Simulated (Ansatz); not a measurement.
**Al: one candidate of a structure search**

Where does this trial cell of Al go when cell and atoms are let free?

Method: DFT PBE, scalar-relativistic, plane waves, PAW, in Ansatz 0.2.0.

## Step 1: The starting structure

The structure is cubic, space group Pm-3n (No. 223). The conventional cell has a = 4.569 Å, b = 4.569 Å, c = 4.569 Å, α = 90.00°, β = 90.00°, γ = 90.00°. Al (site symmetry -4m2) has 2 Al at 2.28 Å as nearest neighbours.

As a file:

```
CELL_PARAMETERS angstrom
4.56885 0.00000 0.00000
0.00000 4.56885 0.00000
0.00000 0.00000 4.56885
ATOMIC_POSITIONS crystal
Al 0.25000 0.00000 0.50000
Al 0.75000 0.00000 0.50000
Al 0.50000 0.25000 0.00000
Al 0.50000 0.75000 0.00000
Al 0.00000 0.50000 0.25000
Al 0.00000 0.50000 0.75000
```

The cell is invented: random cell by space group and Wyckoff sites (Pm-3n, No. 223). Lengths come from tabulated atomic sizes and are only a guess.

## Step 2: A first look at the guess

File input.yaml:

```yaml
crystal:
  lattice:
    - [4.56885421, 0.0, 0.0]
    - [0.0, 4.56885421, 0.0]
    - [0.0, 0.0, 4.56885421]
  atoms:
    - { symbol: Al, position: [0.25, 0.0, 0.5] }
    - { symbol: Al, position: [0.75, 0.0, 0.5] }
    - { symbol: Al, position: [0.5, 0.25, 0.0] }
    - { symbol: Al, position: [0.5, 0.75, 0.0] }
    - { symbol: Al, position: [0.0, 0.5, 0.25] }
    - { symbol: Al, position: [0.0, 0.5, 0.75] }
basis:
  ecutwfc: 420
kpoints:
  mp_grid: { grid: [4, 4, 4] }
hamiltonian:
  xc: pbe
scf:
  occupations: { method: gaussian, width: 0.1 }
  lower_state_search: "off"
output:
  forces: true
  stress: true
  eigenvalues: true
```

Command:

```
> ansatz run input.yaml --threads 1 --pin off --max-ram 2048MiB --backend cpu --events-out ev --progress --plain --runs-dir out
```

Log, cut to the lines that bear on the results:

```text
[...]
SCF converged after 6 iterations
Free energy (F): -3220.910236 eV
[...]
E sigma→0 (E₀):  -3220.904538 eV
Entropy (-TS):   -0.011397 eV (-1.899 meV/atom)
Fermi energy:    8.020314 eV
[...]
--- Forces (eV/Å), atoms counted from 1 ---
  atom   1  Al     0.00000000    -0.00000000     0.00000000
  atom   2  Al    -0.00000000     0.00000000     0.00000000
  atom   3  Al    -0.00000000     0.00000000     0.00000000
  atom   4  Al     0.00000000    -0.00000000     0.00000000
  atom   5  Al     0.00000000     0.00000000     0.00000000
  atom   6  Al     0.00000000     0.00000000     0.00000000
[...]
--- Stress (GPa, compression-positive) ---
       25.231805      -0.000000       0.000000
        0.000000      25.231805       0.000000
        0.000000       0.000000      25.231805
  P = ⅓ Tr σ = 25.2318 GPa (252.318 kbar)
--- Band table (eV; the first three rows and the last of 10) ---
  k-point 0: bands = ["-3.3507", "2.3844", "2.3844", "3.6159", "3.6159", "3.6159", "5.6970", "8.4602", "8.4602", "10.0029", "10.0029", "10.0029", "10.0113", "10.0113", "10.0113"]
[...]
```

Wall time 0.55 s (1 thread of Intel Xeon 6975P-C (Granite Rapids), shared host); peak memory 0.36 GiB.

The probe gives pressure 25.2 GPa, largest force 0.00 eV/Å, gap on this mesh none (metal). A cheap, loose relaxation comes first.

## Step 3: Coarse relaxation

Changes to input.yaml since step 2:

```diff
@@ -25 +25,6 @@
   eigenvalues: true
+relax:
+  adjacent_minimum: "off"
+  f_tol: 0.04
+  max_steps: 70
+  cell: { stress_tol: 0.4 }
```

Command:

```
> ansatz run input.yaml --threads 1 --pin off --max-ram 2048MiB --backend cpu --events-out ev --progress --plain --runs-dir out
```

Log:

```text
Warning: RAYON_NUM_THREADS=1 ignored (pool sized by the plan → 1); use --threads N
Engine: ansatz 0.2.0, x86_64-unknown-linux-gnu
Pseudopotentials: kind: paw
Pseudopotential: Al, paw, valence charge 3, recommended cutoff 420 eV (normal), Al.paw.azcp
Functional definition: PBE
  parameter kappa = 0.804
  parameter beta = 0.06672455060314922
  exchange = pbe_x(kappa = kappa, mu = beta*pi^2/3)
  correlation = pbe_c(beta = beta)
Crystal: 6 atoms, lattice volume = 95.372 Å³
Basis set: ecut = 420 eV, 1863 PW (Γ), exchange–correlation on 64×64×64 points (8 copies of the dense FFT grid, shifted against one another)
Bands: 15, of which v1, the nominal top of the filled ones, is band 9 counted from 1 (8 counted from 0)
Symmetry: 48 space group operations
Space group: Pm-3n (ITA 223), of the structure as read, at distance tolerance 4.6e-5 Å
k-points: 10 of 64
Non-local potential: Al, projectors of the file, l = 0: 2, l = 1: 2, l = 2: 1
PAW form: soft (Blöchl's): semilocal exchange-correlation on the pseudo side does not see the compensation charge
PAW one-centre angular grid: Al, 110 points (default); XC on 64 Gauss nodes
Initial density: superposition of atomic densities (neutral atoms: chi_scale 0, normalization atom), corrected by the library's trained network
Initial wavefunctions: pseudopotential atomic-orbital guess
Functional: x = pbe(κ = 0.804, μ = 0.2195149727645171), c = pbe(β = 0.06672455060314922)
SCF iter   1: F=—  HF=-3220.908475 eV  |F-HF|=—  |Δ(HF+E_count)|=         —  Δρ=1.95e-3  dr2=2.35e-3  ethr=1.77e-3  ⟨swp⟩=6.2  Hψ=980  notcnv=0  defer=1
preconditioner: auto → Resta (q_TF=auto, 2.066 Å⁻¹)  ε∞=6.3  [insulator: Δε(μ)=0.172 eV  Ē_g=6.983 eV  σ=0.100 eV  W_gap=0.77  n_scr=18 (ndim 8)  ℏωp=16.1 eV  f_vac=0.000  D(μ)=2.33/eV (n_scr^D=18)  ε∞_Penn≈6.3]
SCF iter   2: F=—  HF=-3220.909654 eV  |F-HF|=—  |Δ(HF+E_count)|=   1.18e-3  Δρ=1.17e-3  dr2=8.54e-4  ethr=1.30e-5  ⟨swp⟩=2.2  Hψ=287  notcnv=0  defer=1
SCF iter   3: F=—  HF=-3220.910216 eV  |F-HF|=—  |Δ(HF+E_count)|=   5.62e-4  Δρ=6.96e-5  dr2=4.03e-6  ethr=4.75e-6  ⟨swp⟩=2.3  Hψ=194  notcnv=0  defer=1
SCF iter   4: F=—  HF=-3220.910236 eV  |F-HF|=—  |Δ(HF+E_count)|=   2.01e-5  Δρ=2.14e-5  dr2=4.89e-7  ethr=2.24e-8  ⟨swp⟩=2.0  Hψ=224  notcnv=0  defer=1
iter 5 did not close the SCF: its close was put off for the readings that it lacked (scf_convergence_deferred on its scf_iter line)
SCF iter   5: F=-3220.910236 eV  HF=-3220.910236 eV  |F-HF|=8.50e-9  |Δ(HF+E_count)|=   4.58e-7  Δρ=4.52e-6  dr2=2.97e-8  ethr=2.71e-9  ⟨swp⟩=2.5  Hψ=220  notcnv=0  defer=1
SCF iter   6: F=-3220.910236 eV  HF=-3220.910236 eV  |F-HF|=6.64e-11  |Δ(HF+E_count)|=   1.15e-8  Δρ=1.08e-6  dr2=1.27e-9  ethr=1.65e-10  ⟨swp⟩=3.8  Hψ=597  notcnv=0
SCF 1 converged in 6 iterations: F = -3220.910236 eV  dr2 = 1.27e-9
relax step   1: F+E_penalty+E_count = -3220.91023645 eV  Δ(F+E_penalty+E_count) = +0.000e0 eV  max|allowed force component| = 7.097e-17 eV/Å  Δτ_max = 0.0000 Å  P = +25.232 GPa  Ω = 95.372 Å³  (6 SCF iters, dr2 threshold 1.00e-7 eV, accepted)
Crystal: 6 atoms, lattice volume = 110.011 Å³
Basis set: ecut = 420 eV, 2109 PW (Γ), exchange–correlation on 64×64×64 points (8 copies of the dense FFT grid, shifted against one another)
Initial density: handed on by an earlier stage of this run
Initial wavefunctions: those handed on with the density
iter 1 solved again at ethr=2.00e-4 eV; its pass at ethr=3.10e-3 eV (dr2=3.59e-2 eV) is discarded
SCF iter   1: F=—  HF=-3222.405981 eV  |F-HF|=—  |Δ(HF+E_count)|=         —  Δρ=5.00e-3  dr2=3.48e-2  ethr=2.00e-4  ⟨swp⟩=1.1  Hψ=1130  notcnv=0
preconditioner: auto → Resta (q_TF=auto, 2.018 Å⁻¹)  ε∞=6.4  [insulator: Δε(μ)=0.213 eV  Ē_g=6.444 eV  σ=0.100 eV  W_gap=0.78  n_scr=18 (ndim 8)  ℏωp=15.0 eV  f_vac=0.000  D(μ)=1.20/eV (n_scr^D=6)  ε∞_Penn≈6.4]
SCF iter   2: F=—  HF=-3222.387924 eV  |F-HF|=—  |Δ(HF+E_count)|=   1.81e-2  Δρ=3.04e-3  dr2=1.30e-2  ethr=1.93e-4  ⟨swp⟩=1.0  Hψ=150  notcnv=0
SCF iter   3: F=—  HF=-3222.380978 eV  |F-HF|=—  |Δ(HF+E_count)|=   6.95e-3  Δρ=3.68e-4  dr2=2.19e-4  ethr=7.20e-5  ⟨swp⟩=2.0  Hψ=238  notcnv=0
SCF iter   4: F=—  HF=-3222.380597 eV  |F-HF|=—  |Δ(HF+E_count)|=   3.81e-4  Δρ=6.79e-5  dr2=8.23e-6  ethr=1.22e-6  ⟨swp⟩=2.6  Hψ=237  notcnv=0
SCF iter   5: F=-3222.380602 eV  HF=-3222.380602 eV  |F-HF|=1.43e-7  |Δ(HF+E_count)|=   4.48e-6  Δρ=1.40e-5  dr2=3.29e-7  ethr=3.33e-9  ⟨swp⟩=7.0  Hψ=880  notcnv=0
SCF 2 converged in 5 iterations: F = -3222.380602 eV  dr2 = 3.29e-7
relax step   2: F+E_penalty+E_count = -3222.38060200 eV  Δ(F+E_penalty+E_count) = -1.470e0 eV  max|allowed force component| = 7.556e-17 eV/Å  Δτ_max = 0.0000 Å  P = +8.798 GPa  Ω = 110.011 Å³  energy of the carried Pulay correction = -6.362e-3 eV  (5 SCF iters, dr2 threshold 6.00e-7 eV, accepted)
Crystal: 6 atoms, lattice volume = 119.834 Å³
Basis set: ecut = 420 eV, 2325 PW (Γ), exchange–correlation on 64×64×64 points (8 copies of the dense FFT grid, shifted against one another)
iter 1 solved again at ethr=5.33e-5 eV; its pass at ethr=3.10e-3 eV (dr2=9.60e-3 eV) is discarded
SCF iter   1: F=—  HF=-3222.711468 eV  |F-HF|=—  |Δ(HF+E_count)|=         —  Δρ=2.41e-3  dr2=9.41e-3  ethr=5.33e-5  ⟨swp⟩=1.3  Hψ=1112  notcnv=0
preconditioner: auto → Resta (q_TF=auto, 1.989 Å⁻¹)  ε∞=6.5  [insulator: Δε(μ)=0.231 eV  Ē_g=6.138 eV  σ=0.100 eV  W_gap=0.88  n_scr=18 (ndim 8)  ℏωp=14.4 eV  f_vac=0.000  D(μ)=1.36/eV (n_scr^D=6)  ε∞_Penn≈6.5]
SCF iter   2: F=—  HF=-3222.706775 eV  |F-HF|=—  |Δ(HF+E_count)|=   4.69e-3  Δρ=1.47e-3  dr2=3.55e-3  ethr=5.23e-5  ⟨swp⟩=1.0  Hψ=150  notcnv=0
SCF iter   3: F=—  HF=-3222.704954 eV  |F-HF|=—  |Δ(HF+E_count)|=   1.82e-3  Δρ=1.77e-4  dr2=6.05e-5  ethr=1.97e-5  ⟨swp⟩=2.0  Hψ=240  notcnv=0
SCF iter   4: F=—  HF=-3222.704466 eV  |F-HF|=—  |Δ(HF+E_count)|=   4.88e-4  Δρ=3.65e-5  dr2=2.84e-6  ethr=3.36e-7  ⟨swp⟩=2.8  Hψ=237  notcnv=0
SCF iter   5: F=-3222.704468 eV  HF=-3222.704468 eV  |F-HF|=3.71e-8  |Δ(HF+E_count)|=   1.82e-6  Δρ=6.54e-6  dr2=8.25e-8  ethr=3.33e-9  ⟨swp⟩=6.7  Hψ=822  notcnv=0
SCF 3 converged in 5 iterations: F = -3222.704468 eV  dr2 = 8.25e-8
relax step   3: F+E_penalty+E_count = -3222.70446760 eV  Δ(F+E_penalty+E_count) = -3.239e-1 eV  max|allowed force component| = 7.247e-17 eV/Å  Δτ_max = 0.0000 Å  P = +2.295 GPa  Ω = 119.834 Å³  energy of the carried Pulay correction = -1.015e-2 eV  (5 SCF iters, dr2 threshold 6.00e-7 eV, accepted)
Crystal: 6 atoms, lattice volume = 124.681 Å³
Basis set: ecut = 420 eV, 2469 PW (Γ), exchange–correlation on 64×64×64 points (8 copies of the dense FFT grid, shifted against one another)
iter 1 solved again at ethr=1.22e-5 eV; its pass at ethr=3.10e-3 eV (dr2=2.20e-3 eV) is discarded
SCF iter   1: F=—  HF=-3222.736034 eV  |F-HF|=—  |Δ(HF+E_count)|=         —  Δρ=1.09e-3  dr2=2.16e-3  ethr=1.22e-5  ⟨swp⟩=1.3  Hψ=1051  notcnv=0
preconditioner: auto → Resta (q_TF=auto, 1.976 Å⁻¹)  ε∞=6.5  [insulator: Δε(μ)=0.209 eV  Ē_g=6.002 eV  σ=0.100 eV  W_gap=0.83  n_scr=18 (ndim 8)  ℏωp=14.1 eV  f_vac=0.000  D(μ)=1.46/eV (n_scr^D=6)  ε∞_Penn≈6.5]
SCF iter   2: F=—  HF=-3222.735067 eV  |F-HF|=—  |Δ(HF+E_count)|=   9.67e-4  Δρ=6.52e-4  dr2=7.90e-4  ethr=1.20e-5  ⟨swp⟩=1.0  Hψ=150  notcnv=0
SCF iter   3: F=—  HF=-3222.734692 eV  |F-HF|=—  |Δ(HF+E_count)|=   3.75e-4  Δρ=7.94e-5  dr2=1.39e-5  ethr=4.39e-6  ⟨swp⟩=2.2  Hψ=241  notcnv=0
SCF iter   4: F=—  HF=-3222.734248 eV  |F-HF|=—  |Δ(HF+E_count)|=   4.43e-4  Δρ=1.88e-5  dr2=7.01e-7  ethr=7.71e-8  ⟨swp⟩=2.8  Hψ=242  notcnv=0
SCF iter   5: F=-3222.734249 eV  HF=-3222.734249 eV  |F-HF|=7.86e-9  |Δ(HF+E_count)|=   4.63e-7  Δρ=3.00e-6  dr2=1.93e-8  ethr=3.33e-9  ⟨swp⟩=5.4  Hψ=701  notcnv=0
SCF 4 converged in 5 iterations: F = -3222.734249 eV  dr2 = 1.93e-8
relax step   4: F+E_penalty+E_count = -3222.73424894 eV  Δ(F+E_penalty+E_count) = -2.978e-2 eV  max|allowed force component| = 5.570e-17 eV/Å  Δτ_max = 0.0000 Å  P = -0.133 GPa  Ω = 124.681 Å³  energy of the carried Pulay correction = -1.190e-2 eV  (5 SCF iters, dr2 threshold 6.00e-7 eV, accepted)
Basis set: ecut = 420 eV, 2469 PW (Γ), exchange–correlation on 72×72×72 points (8 copies of the dense FFT grid, shifted against one another)
Initial wavefunctions: pseudopotential atomic-orbital guess (no wavefunctions were taken with the density)
iter 1 solved again at ethr=1.47e-7 eV; its pass at ethr=3.10e-3 eV (dr2=2.65e-5 eV) is discarded
SCF iter   1: F=—  HF=-3222.774067 eV  |F-HF|=—  |Δ(HF+E_count)|=         —  Δρ=3.17e-4  dr2=1.44e-5  ethr=1.47e-7  ⟨swp⟩=3.2  Hψ=1405  notcnv=0
preconditioner: auto → Resta (q_TF=auto, 1.976 Å⁻¹)  ε∞=6.5  [insulator: Δε(μ)=0.205 eV  Ē_g=6.002 eV  σ=0.100 eV  W_gap=0.82  n_scr=18 (ndim 8)  ℏωp=14.1 eV  f_vac=0.000  D(μ)=1.49/eV (n_scr^D=6)  ε∞_Penn≈6.5]
SCF iter   2: F=—  HF=-3222.774472 eV  |F-HF|=—  |Δ(HF+E_count)|=   4.04e-4  Δρ=1.67e-4  dr2=3.97e-6  ethr=7.98e-8  ⟨swp⟩=2.7  Hψ=242  notcnv=0
SCF iter   3: F=—  HF=-3222.774531 eV  |F-HF|=—  |Δ(HF+E_count)|=   5.98e-5  Δρ=4.34e-6  dr2=6.55e-9  ethr=2.21e-8  ⟨swp⟩=2.0  Hψ=243  notcnv=0
SCF iter   4: F=—  HF=-3222.774532 eV  |F-HF|=—  |Δ(HF+E_count)|=   3.58e-7  Δρ=7.01e-7  dr2=2.60e-10  ethr=2.13e-11  ⟨swp⟩=5.1  Hψ=631  notcnv=0
SCF iter   5: F=-3222.774532 eV  HF=-3222.774532 eV  |F-HF|=1.82e-12  |Δ(HF+E_count)|=  3.27e-10  Δρ=6.95e-8  dr2=6.00e-12  ethr=1.45e-12  ⟨swp⟩=1.2  Hψ=437  notcnv=0
SCF 5 converged in 5 iterations: F = -3222.774532 eV  dr2 = 6.00e-12
relax step   5: F+E_penalty+E_count = -3222.77453173 eV  Δ(F+E_penalty+E_count) = -4.028e-2 eV  max|allowed force component| = 7.093e-17 eV/Å  Δτ_max = 0.0000 Å  P = +0.182 GPa  Ω = 124.681 Å³  stress off target by 1.82e-1 GPa  SCF on the basis re-selected at this cell (its energy is not comparable with the rows above)  (5 SCF iters)
basis re-selected at this cell: Δ(F+E_penalty+E_count) = -4.028e-2 eV, ΔP = +0.315 GPa vs the last step (what re-selecting the basis moved, of the pressure what is left beyond the Pulay correction that the steps carried, after the strain that the cell walked since its last selection, with what the two solves' SCF thresholds leave and, on support functions, any second-order correction that the steps lacked; it is no measure of the basis error at this ecutwfc). The dense FFT grid was sized anew with the basis: this SCF ran on 36×36×36 points, the steps before it on 32×32×32, so part of this shift can come from that change (see relax.cell in the input reference). This SCF's stress stands 1.82e-1 GPa from its target on what of the cell is left free (relax.cell.stress_tol is 4.00e-1 GPa) and its largest allowed force component is 7.09e-17 eV/Å (relax.f_tol is 4.00e-2 eV/Å): within both
SCF converged after 5 iterations
Free energy (F): -3222.774532 eV
Harris-Foulkes:  -3222.774532 eV  (|F-HF|=1.82e-12)
Internal energy: -3222.767082 eV  (E = F + TS)
E sigma→0 (E₀):  -3222.770807 eV
Entropy (-TS):   -0.007449 eV (-1.242 meV/atom)
Fermi energy:    5.538290 eV
--- Per-component energies (eV) ---
  E_band       = 28.072124
  E_kinetic    = 126.719785
  E_local      = 7.420647  (includes V_loc(G=0)·N_el)
  E_nonlocal   = 64.961895
  E_hartree    = 8.789809
  E_xc         = -233.002570
  E_vxc        = -166.414363  (∫ρ·V_xc dr)
  E_paw        = -2804.182373  (= ΣΔE_a)
  E_vpaw       = -22.195453  (= ΣTr[D̂ρ^β])
  E_aug_tail   = -0.000012  (compensation charges beyond the density's cutoff)
  E_ewald      = -393.474264
  E_smearing   = -0.007449  (= −TS)
  E_closure    = 0.000000  (closes the sum)
  Σ components = -3222.774532   (vs F -3222.774532, Δ=0.00e0)
--- Forces (eV/Å), atoms counted from 1 ---
  atom   1  Al     0.00000000    -0.00000000     0.00000000
  atom   2  Al    -0.00000000     0.00000000    -0.00000000
  atom   3  Al     0.00000000     0.00000000     0.00000000
  atom   4  Al    -0.00000000    -0.00000000    -0.00000000
  atom   5  Al     0.00000000    -0.00000000     0.00000000
  atom   6  Al    -0.00000000     0.00000000     0.00000000
  max |Σ_I F_I| component: 5.55e-17 eV/Å
--- Stress (GPa, compression-positive) ---
        0.181973      -0.000000      -0.000000
       -0.000000       0.181973       0.000000
       -0.000000       0.000000       0.181973
  P = ⅓ Tr σ = 0.1820 GPa (1.820 kbar)
--- Band table (eV; the first three rows and the last of 10) ---
  k-point 0: bands = ["-4.2321", "0.3617", "0.3617", "1.8504", "1.8504", "1.8504", "3.8639", "5.3038", "5.3038", "6.8966", "6.8966", "6.8966", "7.3386", "7.3386", "7.3386"]
  k-point 1: bands = ["-3.8774", "-1.1691", "0.7141", "2.1912", "2.1912", "2.6734", "3.6625", "4.8642", "4.9948", "4.9948", "5.3616", "7.6821", "8.0096", "8.0096", "8.2134"]
  k-point 2: bands = ["-2.8299", "-2.8299", "1.7437", "1.7437", "2.9909", "2.9909", "3.5333", "3.5333", "3.8670", "3.8670", "7.8506", "7.8506", "8.6666", "8.6666", "8.7114"]
  k-point 9: bands = ["-0.3873", "-0.3873", "-0.3873", "-0.3873", "-0.3873", "-0.3873", "2.2026", "2.2026", "9.9302", "9.9302", "9.9302", "9.9302", "9.9302", "9.9302", "11.0047"]
--- Relaxed structure (4 steps of the walk, 4 accepted, 1 SCFs on fresh bases) ---
  F+E_penalty+E_count = -3222.77453173 eV   max|allowed force component| = 7.093e-17 eV/Å   (the final SCF, on the basis selected at the relaxed cell)
  cell:  # Å, volume = 124.6806 Å³
    - [4.995737571472835, -2.8327219598695592e-33, -2.567906592516314e-34]
    - [-3.8598845968760854e-33, 4.995737571472835, 0.0]
    - [-2.567906592516314e-34, 0.0, 4.995737571472835]
  atoms:
    - { symbol: Al, position: [0.25, -2.927323326145075e-35, 0.5] }
    - { symbol: Al, position: [0.75, 8.664877045389433e-35, 0.5] }
    - { symbol: Al, position: [0.5, 0.25, -1.14165609719658e-35] }
    - { symbol: Al, position: [0.5, 0.75, 4.390984989217612e-36] }
    - { symbol: Al, position: [1.1270194805658565e-35, 0.5, 0.25] }
    - { symbol: Al, position: [4.2446188229104466e-36, 0.5, 0.75] }
```

Wall time 3 s (1 thread of Intel Xeon 6975P-C (Granite Rapids), shared host); peak memory 0.4 GiB.

Relaxation path:

```csv
step,E - E(step 1) (eV/cell),largest force component (eV/Å),pressure (GPa),volume (Å³)
1,0.0000,0.0000,25.23,95.37
2,-1.4704,0.0000,8.80,110.01
3,-1.7942,0.0000,2.30,119.83
4,-1.8240,0.0000,-0.13,124.68
5,-1.8643,0.0000,0.18,124.68
```

Step 1 is the start. Step 5 repeats the geometry before it on a plane-wave basis chosen anew for that cell, so its energy need not be comparable with the rows above.

|  | before | after | change |
| --- | --- | --- | --- |
| a (Å) | 4.569 | 4.996 | +9.3 % |
| b (Å) | 4.569 | 4.996 | +9.3 % |
| c (Å) | 4.569 | 4.996 | +9.3 % |
| volume (Å³/atom) | 15.90 | 20.78 | +30.7 % |
| shortest distance (Å) | 2.284 | 2.498 | +9.3 % |
| space group (0.01 Å) | Pm-3n | Pm-3n | same |

The run keeps the 48 symmetry operations of the start, so it could not have lowered the symmetry.

[end of part 1 of 2]
